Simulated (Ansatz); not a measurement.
Sb2Te3 (Bi2Te3 type, space group R-3m)

```yaml
crystal:
  lattice:
    - [2.10523, 1.21546, 9.72989]
    - [-2.10523, 1.21546, 9.72989]
    - [0.00000, -2.43091, 9.72989]
  atoms:
    - { symbol: Sb, position: [0.39962, 0.39962, 0.39962] }
    - { symbol: Sb, position: [0.60038, 0.60038, 0.60038] }
    - { symbol: Te, position: [0.00000, 0.00000, 0.00000] }
    - { symbol: Te, position: [0.20834, 0.20834, 0.20834] }
    - { symbol: Te, position: [0.79166, 0.79166, 0.79166] }
```

Equation-of-state scan: isotropic scaling of the cell above, V₀ being its volume. The atoms relax within the cell's symmetry.

Method: PBEsol-D3(BJ) (plane waves to 420 eV, PAW, scalar-relativistic; Ansatz, an electronic-structure program). k mesh 9×9×9 (Γ-centred), Fermi-Dirac smearing 0.05 eV. E stands for the smeared free energy. Stress and pressure are positive under compression. With the shape held, the modulus is that of even scaling; a crystal free to change shape is softer. At this level the bands of Sb2Te3 touch or barely overlap; measurements give the solid a gap. Sb2Te3 was relaxed with its symmetry unable to fall. Spin-orbit coupling is left out, though Sb and Te are heavy. ΔE is measured from the relaxed starting cell. The last digit holds for this mesh only.

```
V (Å³/atom)  ΔE (meV/atom)
-----------  -------------
28.084                19.6
28.442                12.2
28.801                 6.7
29.159                 2.9
29.518                 0.7
29.876                 0.0
30.235                 0.7
30.593            withheld
30.952                 5.7
31.310                 9.8
31.669                14.9
```

Q: Fit a third-order Birch-Murnaghan form (E₀, V₀, B₀, B₀′ free) to the given rows and predict ΔE at V = 30.593.

A: Least squares on the 10 given rows: ΔE = E₀ + (9V₀B₀/16)·y²·[2 + (B₀′ − 4)y], y = (V₀/V)^(2/3) − 1, with V₀ = 29.875 Å³/atom, B₀ = 50.67 GPa (160.2 GPa = 1 eV/Å³; the term in eV is multiplied by 1000), B₀′ = 5.92, E₀ = 0.02 meV/atom; root-mean-square residual 0.02 meV/atom. At 30.593 the fit gives 2.6 meV/atom; the calculation gives 2.6 meV/atom, the same to the digits shown. For the pressure the fit gives -1.1 GPa against the computed -1.1 GPa.

(Under strain, the slope of the energy per volume gives the stress and its curvature an elastic modulus.)
